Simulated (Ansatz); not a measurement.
TiTe in Ansatz: the effect of Hubbard term

The system is TiTe.

```
CELL_PARAMETERS angstrom
3.63109 0.00000 0.00000
0.00000 3.63109 0.00000
0.00000 0.00000 3.63109
ATOMIC_POSITIONS crystal
Ti 0.00000 0.00000 0.00000
Te 0.50000 0.50000 0.50000
```

The cell comes from a database or a generator and needn't be the stable form of this composition.

Alike in all runs:

| Quantity | Value |
| --- | --- |
| Program | Ansatz 0.2.0 |
| Task | band structure |
| Functional | LDA |
| Potentials or basis | Ansatz PAW |
| Cutoff | 420 eV (not typed: the program's choice for these potentials) |
| k mesh | 7 × 7 × 7 |
| Occupations | fermi-dirac, width 0.05 eV |
| Spin | no spin polarisation |
| Path | [["G", "X", "M", "G", "R", "X"], ["M", "R"]] |
| Points for each segment of the path | 14 |
| Hubbard projectors | ortho-atomic (the default) |
| Double counting | fll (the default) |

```tsv
Hubbard term	pressure (GPa)
none	-16.1
Ti d U = 1 eV	-15.3
Ti d U = 2 eV	-14.3
Ti d U = 3 eV	-13.1
Ti d U = 4 eV	-11.8
Ti d U = 5 eV	-10.3
Ti d U = 6 eV	?
Ti d U = 8 eV	-5.1
```

Question: What does the run with Hubbard term Ti d U = 6 eV give?

Answer: Pressure -8.5 GPa.

Worked out: A parabola through the other rows of the pressure, of slope 1.68 GPa per eV there, gives -8.7 GPa, against the run's -8.5.

Caveats: the PAW data sets come from PBE, with cores solved anew for the run's functional, which leaves a small shift of forces and pressure; U without spin polarisation on a metal has little footing (some runs); the U is typed as a test and isn't derived for this compound (some runs).
